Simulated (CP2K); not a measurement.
Crystal: HfC.

```
CELL_PARAMETERS angstrom
3.28805 0.00000 0.00000
1.64402 2.84753 0.00000
1.64402 0.94918 2.68468
ATOMIC_POSITIONS crystal
Hf 0.50000 0.50000 0.50000
C 0.00000 0.00000 0.00000
```

Base run:

* Program: CP2K 2026.2
* Functional: PBEsol
* Dispersion: D3
* Potentials or basis: POTENTIAL_UZH Hf GTH-PBE-q12, C GTH-PBE-q4; TZVP-MOLOPT-PBE-GTH basis
* Density cutoff: 6123 eV
* k mesh: 10 × 10 × 10
* Occupations: fermi-dirac, width 0.05 eV
* Spin: no spin polarisation

Its results: band gap on the k mesh none (metal or under the smearing width); pressure -9.8 GPa.

Problem. The run is repeated on the same cell with these changes: dispersion from D3 to D3(BJ). What comes out?

Solution. Band gap on the k mesh none (metal or under the smearing width); pressure -11.2 GPa.

Caveats: the potentials were made for another functional, which shifts forces and pressure; the basis of atomic orbitals isn't converged, which shifts pressures, moduli and gaps; pairwise dispersion overbinds metals, which lowers pressure and volume.
